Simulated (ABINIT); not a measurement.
Runs of ABINIT 10.8.3 (patched build) on SiC (Moissanite). Symmetry: P6_3mc, No. 186, hexagonal system. Conventional cell: a = 3.076 Å, b = 3.076 Å, c = 5.048 Å, α = 90.00°, β = 90.00°, γ = 120.00°. Si (site symmetry 3m) is surrounded by 4 C at 1.87 to 1.94 Å. C (site symmetry 3m) has 4 Si at 1.87 to 1.94 Å as nearest neighbours. 

```csv
task,level,potentials or basis,cutoff (eV),fine-grid cutoff,gap on the mesh (eV),pressure (GPa),largest force (eV/Å)
band structure,HCTH407,JTH PAW PBE v2.0,544,1088.46 eV,(b),0.3,0.73
band structure,PW91,PseudoDojo NC SR PBE v0.4.1 standard,1116,-,2.52,4.0,0.76
band structure,LDA,PseudoDojo NC SR LDA v0.4.1 standard,1116,-,2.38,-4.5,0.73
band structure,LDA-VWN,PseudoDojo NC SR LDA v0.4.1 standard,1116,-,(c),(a),0.73
```

Alike in all rows: no spin polarisation; cell as given; k mesh 10 × 10 × 5; smearing fermi-dirac 0.05 eV.

Fill in the values left out.

(a) -4.6; (b) 2.89; (c) 2.39.

Caveats: the mesh misses the band edges, which the band path finds closer together; the PAW data sets were made with another functional, which shifts forces and pressure a little (some runs); the potentials were made for another functional, which shifts forces and pressure (some runs).

Not every run made on this cell is shown here.
